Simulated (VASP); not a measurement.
## Ti12H (a cell with a defect): relaxation of the atoms with PBE

The system is Ti12H (a cell with a defect).

```xyz
13
Lattice="5.9000 0.0000 0.0000 -4.4250 7.6643 0.0000 0.0000 0.0000 4.6846" Properties=species:S:1:pos:R:3 pbc="T T T"
Ti    0.0000    0.0000    0.0000
Ti    0.0000    1.7032    2.3423
Ti   -1.4750    2.5548    0.0000
Ti   -1.4750    4.2580    2.3423
Ti   -2.9500    5.1096    0.0000
Ti   -2.9500    6.8127    2.3423
Ti    2.9500    0.0000    0.0000
Ti    2.9500    1.7032    2.3423
Ti    1.4750    2.5548    0.0000
Ti    1.4750    4.2580    2.3423
Ti    0.0000    5.1096    0.0000
Ti    0.0000    6.8127    2.3423
H     4.3598    0.7902    3.5391
```

The cell was built by a generator and needn't be a form met in nature.

```
Program                : VASP 6.6.1
Task                   : relaxation of the atoms
Functional             : PBE
Potentials or basis    : VASP PAW PBE potentials, release 64 (Ti_sv, H)
Cutoff                 : 520 eV
k mesh                 : 2 × 2 × 2
Occupations            : fermi-dirac, width 0.05 eV
Spin                   : no spin polarisation
Dipole correction      : no
Further INCAR settings : ALGO = Fast; EDIFF = 1e-06; IBRION = 2; EDIFFG = -0.08; NSW = 45
```

```json
{
 "Energy gained by relaxing": "4.6 meV/atom",
 "Ionic steps": "5",
 "Pressure after relaxing": "-0.9 GPa",
 "Largest force after relaxing": "0.078 eV/Å",
 "Band gap on the k mesh": "none (metal or under the smearing width)"
}
```

Forces on the atoms (eV/Å):
```
Ti   0.027 -0.017  0.004
Ti  -0.030 -0.018 -0.002
Ti   0.002 -0.021 -0.015
Ti  -0.066 -0.012  0.002
Ti  -0.011 -0.052 -0.011
Ti  -0.018  0.043 -0.013
Ti   0.007  0.005 -0.002
Ti  -0.030  0.007  0.003
Ti   0.021 -0.057  0.015
Ti   0.011  0.039  0.014
Ti   0.043  0.005  0.005
Ti  -0.009  0.024  0.019
H    0.053  0.054 -0.019
```

Stress tensor (GPa, compression positive):
```
-1.95 -0.31  0.03
-0.31 -0.94  0.14
 0.03  0.14  0.05
```

The path:
| step | energy change (eV) | largest force (eV/Å) | pressure (GPa) |
| --- | --- | --- | --- |
| 1 | 0.0000 | 0.4486 | -0.88 |
| 2 | -0.0363 | 0.2322 | -0.92 |
| 3 | -0.0509 | 0.1482 | -0.97 |
| 4 | -0.0558 | 0.1224 | -0.96 |
| 5 | -0.0598 | 0.0781 | -0.95 |

Final structure:
```
Ti H
1.0
     5.90000    0.00000    0.00000
    -4.42500    7.66432    0.00000
     0.00000    0.00000    4.68460
Ti H
12 1
Direct
  0.00268 0.99559 0.00077
  0.17315 0.22651 0.50007
  0.00347 0.33637 0.99819
  0.16897 0.55792 0.49853
  0.00226 0.66623 0.00264
  0.16364 0.88743 0.49922
  0.49188 0.99492 0.00144
  0.66208 0.22590 0.49985
  0.50060 0.33408 0.00160
  0.66344 0.55543 0.49794
  0.49692 0.66344 0.00135
  0.66070 0.88466 0.50201
  0.82649 0.10796 0.75185
```

Levels at points of the mesh, in eV from the Fermi level:
| k point | band 69 | band 70 | band 71 | band 72 | band 73 | band 74 | band 75 | band 76 |
| --- | --- | --- | --- | --- | --- | --- | --- | --- |
| (0.00, 0.00, 0.00) | -0.56 | -0.50 | 0.19 | 0.40 | 0.51 | 0.58 | 0.60 | 0.67 |
| (0.50, 0.00, 0.00) | -0.61 | -0.60 | -0.41 | -0.33 | 0.14 | 0.29 | 0.41 | 0.49 |
| (0.00, 0.50, 0.00) | -0.33 | -0.24 | -0.03 | 0.12 | 0.21 | 0.41 | 0.45 | 0.57 |
| (0.50, 0.50, 0.00) | -0.73 | -0.59 | -0.34 | -0.27 | 0.11 | 0.32 | 0.32 | 0.46 |
| (0.00, 0.00, 0.50) | -0.51 | -0.49 | -0.20 | 0.09 | 0.14 | 0.18 | 0.19 | 0.22 |
| (0.50, 0.00, 0.50) | -0.47 | -0.44 | -0.40 | -0.38 | -0.23 | -0.21 | -0.16 | -0.15 |
| (0.00, 0.50, 0.50) | -0.34 | -0.27 | -0.22 | -0.18 | -0.02 | 0.11 | 0.21 | 0.23 |
| (0.50, 0.50, 0.50) | -0.40 | -0.39 | -0.36 | -0.32 | -0.17 | -0.10 | -0.02 | 0.00 |

Run time: 51 min on 1 thread of Intel(R) Xeon(R) Platinum 8559C (Emerald Rapids) (shared host), peak memory 0.43 GiB.

Caveat: the k mesh is coarse (spacing up to 0.67 Å⁻¹), so the values aren't converged; the relaxation stopped at a loose force limit of 0.08 eV/Å, so its end isn't a converged minimum.
